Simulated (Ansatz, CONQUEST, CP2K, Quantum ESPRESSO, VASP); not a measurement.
AlNi: programs and potentials compared

```xyz
2
Lattice="2.8810 0.0000 0.0000 0.0000 2.8810 0.0000 0.0000 0.0000 2.8810" Properties=species:S:1:pos:R:3 pbc="T T T"
Ni    1.4405    1.4405    1.4405
Al    0.0000    0.0000    0.0000
```

Alike in all runs: task single point; functional PBE; k mesh 9 × 9 × 9; occupations fermi-dirac, width 0.05 eV; collinear spin, ferromagnetic start; no spin-orbit coupling. Pressure is positive in compression and, in plane waves, holds the error of the finite cutoff, which Ansatz's Pulay term estimates and takes out.

| program and potentials | plane-wave cutoff (eV) | notes | pressure (GPa) | net moment per atom (μB) |
| --- | --- | --- | --- | --- |
| Ansatz, Ansatz PAW | 420 | 10.5 valence electrons an atom on average; Pulay term of +0.06 GPa included | 1.95 | 0.00 |
| CONQUEST, PseudoDojo NC PBE, DZP, grid cutoff 150 Ha | - | atomic basis; 10.5 valence electrons an atom on average | 5.41 | 0.00 |
| CP2K, POTENTIAL_UZH Ni GTH-PBE-q18, Al GTH-PBE-q3; TZVP-MOLOPT-PBE-GTH basis | - | atomic basis; 10.5 valence electrons an atom on average | 2.04 | 0.00 |
| Quantum ESPRESSO, SSSP 1.3 efficiency PBE | 748 | 10.5 valence electrons an atom on average | 2.08 | 0.00 |
| VASP, PBE PAW files Al, Ni, 520 eV | 520 | 6.5 valence electrons an atom on average | 1.93 | 0.00 |
| Ansatz, all-electron LAPW, scalar-relativistic | - | - | 1.91 | 0.00 |

The pressure spans 1.91 (Ansatz, all-electron LAPW, scalar-relativistic) to 5.41 GPa (CONQUEST, PseudoDojo NC PBE, DZP, grid cutoff 150 Ha), with all-electron results at 1.91. All agree on the net moment per atom. The state is the one that the start led to, which needn't be the lowest. Rows in atomic bases carry the error of their basis and grid, which can be large.

The functional is the same throughout but for its coding, so the spread measures potentials, basis and numerics; runs on potential files found faulty are left out.
